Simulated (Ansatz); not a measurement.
## Si$_{3}$N$_{4}$ (Fd-3m)

These are results of DFT PBEsol, scalar-relativistic, plane waves, PAW (Ansatz), not measurements.

Cutoff 420 eV; k points 6×6×6 on the computed 14-atom cell (Γ-centred); Gaussian smearing, width 0.02 eV; no spin polarisation.

The structure is relaxed at this level of theory with its symmetry kept. This form isn't the usual stable structure of the compound.

```yaml
crystal:
  lattice:
    - [0.00000, 3.87198, 3.87198]
    - [3.87198, 0.00000, 3.87198]
    - [3.87198, 3.87198, 0.00000]
  atoms:
    - { symbol: Si, position: [0.12500, 0.12500, 0.62500] }
    - { symbol: Si, position: [0.12500, 0.62500, 0.12500] }
    - { symbol: Si, position: [0.62500, 0.12500, 0.12500] }
    - { symbol: Si, position: [0.12500, 0.12500, 0.12500] }
    - { symbol: Si, position: [0.75000, 0.75000, 0.75000] }
    - { symbol: Si, position: [0.50000, 0.50000, 0.50000] }
    - { symbol: N, position: [0.36755, 0.36755, 0.36755] }
    - { symbol: N, position: [0.35265, 0.88245, 0.88245] }
    - { symbol: N, position: [0.88245, 0.88245, 0.35265] }
    - { symbol: N, position: [0.88245, 0.35265, 0.88245] }
    - { symbol: N, position: [0.36755, 0.36755, 0.89735] }
    - { symbol: N, position: [0.36755, 0.89735, 0.36755] }
    - { symbol: N, position: [0.88245, 0.88245, 0.88245] }
    - { symbol: N, position: [0.89735, 0.36755, 0.36755] }
```

| Property | Result |
| --- | --- |
| Space group | Fd-3m (No. 227) |
| Volume per atom | 8.29 Å³ |
| Formation energy from the elements' standard states (uncorrected) | -1.142 eV/atom |
| Kohn–Sham band gap | 3.29 eV, indirect from (0.000, 0.167, -0.167) to Γ |
| Löwdin character of the top 1 eV of the valence band | N 2p 92 % |
| Löwdin character of the lowest 1 eV of the conduction band | Si 3p 41 %, Si 3s 27 %, N 2s 13 %, N 2p 9 %, unprojected 10 % |
| Electron masses at the edge by Cartesian direction of the standard setting (m_e; degenerate bands sorted by energy; no spin-orbit coupling) | x: 0.59, 0.33, 0.33; y: 0.59, 0.33, 0.33; z: 0.59, 0.33, 0.33 |
| Hole masses at the edge by Cartesian direction of the standard setting (m_e; degenerate bands sorted by energy; no spin-orbit coupling) | x: 1.1; y: 0.66; z: 0.66 |
| Bulk modulus | 307 GPa |
| Its pressure derivative | 4.1 |
| Electronic dielectric constant xx, yy, zz of the standard setting (independent particles) | 5.5, 5.5, 5.5 |